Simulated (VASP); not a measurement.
Set up this calculation in VASP 6.6.1, as the native input.

```
Task                   : single point
Functional             : PBE
Dispersion             : D3(BJ)
Potentials or basis    : VASP PAW PBE potentials, release 64 (S, Hf_pv)
Cutoff                 : 520 eV
k mesh                 : 9 × 9 × 1
Occupations            : gaussian, width 0.02 eV
Spin                   : no spin polarisation
Dipole correction      : yes
Further INCAR settings : ALGO = Fast; EDIFF = 1e-06; NBANDS = 18
```

The structure of HfS2 lies in POSCAR:

```
HfS2
1.0
    3.6063452744      0.0000000000      0.0000000000
   -1.8031726372      3.1231866225      0.0000000000
    0.0000000000      0.0000000000     31.8244160217
S Hf
2 1
Direct
    0.6666666667      0.3333333333      0.4542456960
    0.3333333333      0.6666666667      0.5457543040
    0.0000000000      0.0000000000      0.5000000000
```

The input as run:

INCAR

```
SYSTEM = HfS2
PREC = Accurate
ENCUT = 520
EDIFF = 1E-6
ISMEAR = 0
SIGMA = 0.02
LREAL = .False.
LASPH = .True.
NELM = 100
ALGO = Fast
ISIF = 2
LWAVE = .False.
LCHARG = .False.
LDIPOL = .True.
IDIPOL = 3
DIPOL = 0.5 0.5 0.500
GGA = PE
IVDW = 12
NBANDS = 18
```

KPOINTS

```
Automatic mesh
0
Gamma
  9 9 1
  0 0 0
```

Potentials or basis: VASP PAW PBE potentials, release 64 (S, Hf_pv).

The run is started by

```console
$ cat potpaw_PBE.64/S/POTCAR potpaw_PBE.64/Hf_pv/POTCAR > POTCAR
$ mpirun -np 1 vasp_std > vasp.out
```

It gave:

- Largest force: 0.010 eV/Å
- Band gap on the k mesh: 1.22 eV, indirect (least direct gap 2.07 eV)
- Dispersion energy per atom: -0.230 eV

Caveat: spin-orbit coupling is left out, which moves the levels of the heavy elements.

It took 2.4 min on 1 thread of Intel(R) Xeon(R) Platinum 8488C (Sapphire Rapids), on a shared host, peak memory 0.48 GiB.
